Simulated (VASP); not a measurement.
# Na (P6_3/mmc) in VASP: a series of runs

One crystal, Na, is run at these levels: LDA, PBEsol, PBE; tasks: single point.

All numbers are computed with VASP 6.6.1; they aren't measurements. Logs are shortened: lines on timing, memory, paths and dates and some standing lists are left out, and cuts for length are marked.

## (1) Starting point

The structure is hexagonal, space group P6_3/mmc (No. 194). Conventional cell: a = 3.767 Å, b = 3.767 Å, c = 6.154 Å, α = 90.00°, β = 90.00°, γ = 120.00°. Na (site symmetry -6m2) has 12 Na at 3.77 Å as nearest neighbours.

This isn't the form of Na at room conditions, which is bcc.

## (2) Single point, LDA

Input file INCAR:

```
PREC     = Accurate       # precision mode
ENCUT    = 520            # plane-wave cutoff, eV
EDIFF    = 1E-7           # SCF threshold, eV
ISMEAR   = -1             # smearing method
SIGMA    = 0.05           # smearing width, eV
LREAL    = False          # projectors in reciprocal space
LASPH    = True           # aspherical terms in the spheres
NELM     = 80             # most SCF steps
ALGO     = Normal         # electronic algorithm
ISIF     = 2              # what is computed and relaxed
LWAVE    = False          # write WAVECAR
LCHARG   = False          # write CHGCAR
NBANDS   = 14             # bands
```

Input file KPOINTS:

```
Automatic mesh
0
Gamma
  13 13 7
```

Input file POSCAR:

```
Na
1.0
    3.7670009976      0.0000000000      0.0000000000
   -1.8835004988      3.2623185600      0.0000000000
    0.0000000000      0.0000000000      6.1540000000
Na
2
Direct
    0.3333333333      0.6666666667      0.2500000000
    0.6666666667      0.3333333333      0.7500000000
```

Potentials or basis: VASP PAW LDA potentials, release 64 (Na_pv).

Started as:

```bash
> cat potpaw_LDA.64/Na_pv/POTCAR > POTCAR
> mpirun -np 1 vasp_std > vasp.out
```

OUTCAR:

```text
PREC = Accurate
   ENCUT = 520
   EDIFF = 1E-7
   ISMEAR = -1
   LREAL = False
   LASPH = True
   NELM = 80
   ISIF = 2

 ion  position               nearest neighbor table
   1  0.333  0.667  0.250-
   2  0.667  0.333  0.750-

  LATTYP: Found a hexagonal cell.
 ALAT       =     3.7670009976
 C/A-ratio  =     1.6336603054

  Lattice vectors:

 A1 = (   3.7670009976,   0.0000000000,   0.0000000000)
 A2 = (  -1.8835004988,   3.2623185600,   0.0000000000)
 A3 = (   0.0000000000,   0.0000000000,   6.1540000000)

Analysis of symmetry for initial positions (statically):
=====================================================================
 Subroutine PRICEL returns:
 Original cell was already a primitive cell.

 Routine SETGRP: Setting up the symmetry group for a
 hexagonal supercell.

 Subroutine GETGRP returns: Found 24 space group operations
 (whereof 12 operations were pure point group operations)
 out of a pool of 24 trial point group operations.

The static configuration has the point symmetry D_3d.
 The point group associated with its full space group is D_6h.

Analysis of symmetry for dynamics (positions and initial velocities):
=====================================================================
 Subroutine PRICEL returns:
 Original cell was already a primitive cell.

 Routine SETGRP: Setting up the symmetry group for a
 hexagonal supercell.

 Subroutine GETGRP returns: Found 24 space group operations
 (whereof 12 operations were pure point group operations)
 out of a pool of 24 trial point group operations.

The dynamic configuration has the point symmetry D_3d.
 The point group associated with its full space group is D_6h.

 Subroutine INISYM returns: Found 24 space group operations
 (whereof 12 operations are pure point group operations),
 and found     1 'primitive' translations

----------------------------------------------------------------------------------------

                                     Primitive cell

  volume of cell :      75.6275

  direct lattice vectors                    reciprocal lattice vectors
     3.767000998  0.000000000  0.000000000     0.265463163  0.153265229  0.000000000
    -1.883500499  3.262318560  0.000000000     0.000000000  0.306530457  0.000000000
     0.000000000  0.000000000  6.154000000     0.000000000  0.000000000  0.162495938

  length of vectors
     3.767000998  3.767000998  6.154000000     0.306530457  0.306530457  0.162495938

  position of ions in fractional coordinates (direct lattice)
     0.333333333  0.666666667  0.250000000
     0.666666667  0.333333333  0.750000000

  ion indices of the primitive-cell ions
   primitive index   ion index
                 1           1
                 2           2

----------------------------------------------------------------------------------------

 KPOINTS: Automatic mesh

Automatic generation of k-mesh.
 Grid dimensions read from file:
 generate k-points for:   13   13    7

 Generating k-lattice:

  Cartesian coordinates                     Fractional coordinates (reciprocal lattice)
     0.020420243  0.011789633  0.000000000     0.076923077  0.000000000  0.000000000
     0.000000000  0.023579266  0.000000000     0.000000000  0.076923077  0.000000000
     0.000000000  0.000000000  0.023213705     0.000000000  0.000000000  0.142857143

  Length of vectors
     0.023579266  0.023579266  0.023213705

  Shift w.r.t. Gamma in fractional coordinates (k-lattice)
     0.000000000  0.000000000  0.000000000

 Subroutine IBZKPT returns following result:
 ===========================================

 Found     84 irreducible k-points:

 Following reciprocal coordinates:
            Coordinates               Weight
  0.000000  0.000000  0.000000      1.000000
  0.076923  0.000000  0.000000      6.000000
  0.153846 -0.000000  0.000000      6.000000
  0.230769  0.000000  0.000000      6.000000
  0.307692 -0.000000  0.000000      6.000000
  0.384615  0.000000  0.000000      6.000000
[... 16 lines left out ...]
  0.076923  0.000000  0.142857     12.000000
  0.153846 -0.000000  0.142857     12.000000
 [... further k-points ...]
   k-points           NKPTS =     84   k-points in BZ     NKDIM =     84   number of bands    NBANDS=     14
   number of dos      NEDOS =    301   number of ions     NIONS =      2
   total plane-waves  NPLWV =  37632
   dimension x,y,z NGX =    28 NGY =   28 NGZ =   48
   dimension x,y,z NGXF=    56 NGYF=   56 NGZF=   96
   ions per type =               2
   NGX,Y,Z   is equivalent  to a cutoff of  12.36, 12.36, 12.97 a.u.
   NGXF,Y,Z  is equivalent  to a cutoff of  24.71, 24.71, 25.93 a.u.
 SYSTEM =  unknown system
   PREC   = accura    normal or accurate (medium, high low for compatibility)
   ISTART =      0    job   : 0-new  1-cont  2-samecut
   ICHARG =      2    charge: 1-file 2-atom 10-const
   ISPIN  =      1    spin polarized calculation?
   LNONCOLLINEAR =      F non collinear calculations
   LSORBIT =      F    spin-orbit coupling
   LASPH  =      T    aspherical Exc in radial PAW
   ENCUT  =  520.0 eV  38.22 Ry    6.18 a.u.   7.00  7.00 11.44*2*pi/ulx,y,z
   NELM   =     80;   NELMIN=  2; NELMDL= -5     # of ELM steps
   EDIFF  = 0.1E-06   stopping-criterion for ELM
   LREAL  =      F    real-space projection
   EDIFFG = 0.1E-05   stopping-criterion for IOM
   NSW    =      0    number of steps for IOM
   IBRION =     -1    ionic relax: 0-MD 1-quasi-New 2-CG
   NFREE  =      0    steps in history (QN), initial steepest desc. (CG)
   ISIF   =      2    stress and relaxation
   ISYM   =      2    0-nonsym 1-usesym 2-fastsym
   POTIM  = 0.5000    time-step for ionic-motion
   TEBEG  =    0.0;   TEEND  =   0.0 temperature during run
   PSTRESS=    0.0 pullay stress
   NELECT =      14.0000    total number of electrons
   NUPDOWN=      -1.0000    fix difference up-down
   EMIN   =  10.00;   EMAX   =-10.00  energy-range for DOS
   EFERMI =   0.00;   METHOD = LEGACY
   ISMEAR =    -1;   SIGMA  =   0.05  broadening in eV -4-tet -1-fermi 0-gaus
   EFERMI_NEDOS =   21; number of points for ismear=-14 and -15
   IALGO  =     38    algorithm
   IMIX   =      4    mixing-type and parameters
     AMIX     =   0.40;   BMIX     =  1.00
     AMIX_MAG =   1.60;   BMIX_MAG =  1.00
  volume/ion in A,a.u.               =      37.81       255.18
  Fermi-wavevector in a.u.,A,eV,Ry     =   0.933020  1.763152 11.844231  0.870526
  Thomas-Fermi vector in A             =   2.059678
   LORBIT       =      0    0 simple, 1 ext, 2 COOP (PROOUT), +10 PAW based schemes
   GGA     = CA    functional components
   LHFCALC =     F    Hartree Fock is set to
   AEXX    =    0.0000 exact exchange contribution
   IVDW    =     0    specifies the selected vdW correction
   LEPSILON=     F    determine dielectric tensor
   LRPA    =     F    only Hartree local field effects (RPA)
 non-spin polarized calculation
  energy-cutoff  :      520.00
  volume of cell :       75.63
 maximum number of plane-waves:      2049
 NGX is ok and might be reduce to    28
   NGX = 13   NGY = 13   NGZ = 23

 number of electron      14.0000012 magnetization

 Free energy of the ion-electron system (eV)
  ---------------------------------------------------
  ext. energy  EPLUGINS =         0.00000000
  ---------------------------------------------------
  free energy    TOTEN  =        -2.88436681 eV

  energy without entropy =       -2.87653194  energy(sigma->0) =       -2.88044937

 E-fermi :   0.0965     XC(G=0):  -6.6720

 val. band max:        0.0497071955   @ k =   0.3077   0.2308   0.1429
 cond. band min:       0.1237222420   @ k =   0.1538  -0.0000   0.1429
 fundamental gap:      0.0740150465
 Fermi energy:         0.0965337564

 k-point     1 :       0.0000    0.0000    0.0000
  band No.  band energies     occupation
      1     -24.8828      2.00000
      2     -24.8548      2.00000
      3     -24.8548      2.00000
      4     -24.8501      2.00000
      5     -24.8501      2.00000
      6     -24.8496      2.00000
      7      -3.1362      2.00000
      8       0.6834      0.00002
      9       0.9970      0.00000
     10       9.9470      0.00000
     11       9.9470      0.00000
     12      10.2159      0.00000
     13      10.2159      0.00000
     14      10.4789      0.00000

 k-point     2 :       0.0769    0.0000    0.0000
  band No.  band energies     occupation
      1     -24.8821      2.00000
      2     -24.8562      2.00000
      3     -24.8552      2.00000
      4     -24.8516      2.00000
      5     -24.8504      2.00000
      6     -24.8498      2.00000
      7      -3.0498      2.00000
      8       0.7600      0.00000
      9       1.0817      0.00000
     10       8.4355      0.00000
     11       9.2252      0.00000
     12       9.6928      0.00000
     13      11.0422      0.00000
     14      11.1751      0.00000

 k-point     3 :       0.1538   -0.0000    0.0000
  band No.  band energies     occupation
      1     -24.8803      2.00000
      2     -24.8602      2.00000
      3     -24.8565      2.00000
      4     -24.8557      2.00000
      5     -24.8511      2.00000
      6     -24.8506      2.00000
      7      -2.7914      2.00000
      8       0.9902      0.00000
      9       1.3334      0.00000
     10       6.7115      0.00000
     11       8.5201      0.00000
     12       8.8226      0.00000
     13      10.0908      0.00000
     14      10.8329      0.00000
[... 324 lines left out ...]
 k-point    23 :       0.0769    0.0000    0.1429
  band No.  band energies     occupation
      1     -24.8806      2.00000
      2     -24.8559      2.00000
      3     -24.8550      2.00000
      4     -24.8526      2.00000
      5     -24.8507      2.00000
      6     -24.8506      2.00000
      7      -2.9661      2.00000
      8      -0.1203      1.97417
      9       2.1036      0.00000
     10       8.4911      0.00000
     11       9.2921      0.00000
     12       9.6092      0.00000
     13      10.0247      0.00000
     14      11.0167      0.00000

 k-point    24 :       0.1538   -0.0000    0.1429
  band No.  band energies     occupation
      1     -24.8790      2.00000
      2     -24.8598      2.00000
      3     -24.8566      2.00000
      4     -24.8562      2.00000
      5     -24.8513      2.00000
      6     -24.8513      2.00000
      7      -2.7081      2.00000
      8       0.1237      0.73462
      9       2.3397      0.00000
     10       6.7826      0.00000
     11       8.5886      0.00000
     12       8.7409      0.00000
     13       9.5076      0.00000
     14      10.4786      0.00000

 [... further k-points ...]

------------------------ aborting loop because EDIFF is reached ----------------------------------------

  FORCE on cell =-STRESS in cart. coord.  units (eV):
  Direction    XX          YY          ZZ          XY          YZ          ZX
  --------------------------------------------------------------------------------------
  -------------------------------------------------------------------------------------
  Total       -0.4492804     -0.4492804     -0.3950574      0.0000000      0.0000000      0.0000000
  in kB       -9.5180608     -9.5180608     -8.3693392      0.0000000      0.0000000      0.0000000
  external PRESSURE =      -9.1351536 kB  Pullay stress =       0.0000000 kB

 VOLUME and BASIS-vectors are now :
 -----------------------------------------------------------------------------
  energy-cutoff  :      520.00
  volume of cell :       75.63
      direct lattice vectors                 reciprocal lattice vectors
     3.767000998  0.000000000  0.000000000     0.265463163  0.153265229  0.000000000
    -1.883500499  3.262318560  0.000000000     0.000000000  0.306530457  0.000000000
     0.000000000  0.000000000  6.154000000     0.000000000  0.000000000  0.162495938

 POSITION                                       TOTAL-FORCE (eV/Angst)
 -----------------------------------------------------------------------------------
     -0.00000      2.17488      1.53850        -0.000000      0.000000      0.000000
      1.88350      1.08744      4.61550         0.000000     -0.000000      0.000000
 -----------------------------------------------------------------------------------
    total drift:                                0.000000     -0.000000      0.000000

  FREE ENERGIE OF THE ION-ELECTRON SYSTEM (eV)
  ---------------------------------------------------
  free  energy   TOTEN  =        -2.8843668050 eV

  energy  without entropy=       -2.8765319393  energy(sigma->0) =       -2.88044937
```

Run time: 20 s. Hardware: 1 thread of Intel Xeon 6975P-C (Granite Rapids), shared host; peak memory 0.19 GiB.

What came out:

```yaml
Free_energy: -2.8844 eV
Pressure: -0.9 GPa
Band_gap_on_the_k_mesh: none (metal or under the smearing width)
```

Stress tensor (GPa, compression positive):
```
-0.95  0.00  0.00
 0.00 -0.95  0.00
 0.00  0.00 -0.84
```

## (3) Single point, PBEsol

Input file INCAR:

```
  PREC = Accurate
  ENCUT = 520
  EDIFF = 1E-6
  ISMEAR = -1
  SIGMA = 0.05
  LREAL = F
  LASPH = T
  NELM = 80
  ALGO = Normal
  ISIF = 2
  LWAVE = F
  LCHARG = F
  GGA = PS
  NBANDS = 14
```

Input file KPOINTS:

```
regular mesh
0
Gamma
  13 13 7
```

POSCAR is that of step 2.

Potentials or basis: VASP PAW PBE potentials, release 64 (Na_pv).

Started as:

```bash
> cat potpaw_PBE.64/Na_pv/POTCAR > POTCAR
> mpirun -np 1 vasp_std > vasp.out
```

Run time: 18 s. Hardware: 1 thread of Intel Xeon 6975P-C (Granite Rapids), shared host; peak memory 0.21 GiB.

The run converged. Its results:

* Free energy: -2.7996 eV
* Pressure: -0.3 GPa
* Band gap on the k mesh: none (metal or under the smearing width)

Stress tensor (GPa, compression positive):
```
-0.30  0.00  0.00
 0.00 -0.30  0.00
 0.00  0.00 -0.18
```

Levels at points of the mesh, in eV from the Fermi level:
```
           k point  band 5  band 6  band 7  band 8  band 9  band 10
(0.00, 0.00, 0.00)  -24.79  -24.79   -3.23    0.55    0.95     9.88
```

Caveat: the PAW data sets were made with another functional, which shifts forces and pressure a little.

## (4) Single point, PBE

Input file INCAR:

```
PREC     = Accurate       # precision mode
ENCUT    = 520            # plane-wave cutoff, eV
EDIFF    = 1E-6           # SCF threshold, eV
ISMEAR   = -1             # smearing method
SIGMA    = 0.05           # smearing width, eV
LREAL    = False          # projectors in reciprocal space
LASPH    = True           # aspherical terms in the spheres
NELM     = 100            # most SCF steps
ALGO     = Normal         # electronic algorithm
ISIF     = 2              # what is computed and relaxed
LWAVE    = False          # write WAVECAR
LCHARG   = True           # write CHGCAR
GGA      = PE             # functional
LELF     = True           # ELF
LVHAR    = True         
NBANDS   = 14             # bands
```

KPOINTS is that of step 3.

POSCAR is that of step 3.

Started as:

```bash
> cat potpaw_PBE.64/Na_pv/POTCAR > POTCAR
> mpirun -np 1 vasp_std > vasp.out
```

Wall time 18 s (1 thread of Intel Xeon 6975P-C (Granite Rapids), shared host); peak memory 0.21 GiB.

Results (log left out):

| Property | Result |
| --- | --- |
| Free energy | -2.6251 eV |
| Pressure | -0.1 GPa |
| Band gap on the k mesh | none (metal or under the smearing width) |

Stress tensor (GPa, compression positive):
```
-0.18  0.00  0.00
 0.00 -0.18  0.00
 0.00  0.00 -0.06
```

Levels at points of the mesh, in eV from the Fermi level:
```
           k point  band 3  band 4  band 5  band 6  band 7  band 8  band 9  band 10  band 11  band 12
(0.00, 0.00, 0.00)  -24.91  -24.91  -24.91  -24.91   -3.23    0.56    0.94     9.88     9.88    10.22
```

## (5) The runs side by side

| level | potentials or basis | gap on the mesh (eV) | pressure (GPa) |
| --- | --- | --- | --- |
| LDA | VASP PAW LDA potentials, release 64 (Na_pv) | none | -0.9 |
| PBEsol | VASP PAW PBE potentials, release 64 (Na_pv) | none | -0.3 |
| PBE | VASP PAW PBE potentials, release 64 (Na_pv) | none | -0.1 |

Alike in all rows: task single point; no spin polarisation; cell as given; k mesh 13 × 13 × 7; cutoff (eV) 520; smearing fermi-dirac 0.05 eV.

Caveats: the PAW data sets were made with another functional, which shifts forces and pressure a little (some runs).

Absolute energies hang on the potentials; compare differences alone.
